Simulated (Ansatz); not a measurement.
Ta2N:

```
Ta N
1.0
     3.11286    0.00000    0.00000
    -1.55643    2.69582    0.00000
     0.00000    0.00000    4.86984
Ta N
2 1
Direct
  0.33333 0.66667 0.25471
  0.66667 0.33333 0.74529
  0.00000 0.00000 0.00000
```

The cell comes from a database or a generator and needn't be the stable form of this composition.

* Program: Ansatz 0.2.0
* Task: relaxation of cell and atoms
* Functional: PBEsol
* Potentials or basis: Ansatz PAW
* Cutoff: 420 eV (not typed: the program's choice for these potentials)
* k mesh: 10 × 10 × 6
* Occupations: fermi-dirac, width 0.05 eV
* Spin: no spin polarisation
* Hubbard terms: Ta d U = 3 eV

At the start: volume 13.62 Å³/atom.

**Question.** Where does the relaxation end?

**Answer.** It ends after 8 steps and the volume is 13.26 Å³/atom (-2.6 %); space group P-3m1 (No. 164, to 0.05 Å).

The path:
```
step  energy change (eV)  largest force (eV/Å)  volume (Å³)
   1              0.0000                0.1619        40.87
   2             -0.0297                0.0734        39.97
   3             -0.0309                0.0135        39.79
   4             -0.0309                0.0074        39.80
   5             -0.0309                0.0007        39.80
   6             -0.0293                0.0008        39.80
   7             -0.0293                0.0001        39.79
   8             -0.0293                0.0000        39.79
```

Final structure:
```
Ta N
1.0
     3.06665    0.00000    0.00000
    -1.53333    2.65580    0.00000
     0.00000    0.00000    4.88601
Ta N
2 1
Direct
  0.33333 0.66667 0.25558
  0.66667 0.33333 0.74442
  0.00000 0.00000 0.00000
```

Caveat: the plane-wave basis is chosen anew once the cell has moved, so the energies of steps on either side of that aren't comparable; U without spin polarisation on a metal has little footing; the PAW data sets come from PBE, with cores solved anew for the run's functional, which leaves a small shift of forces and pressure.
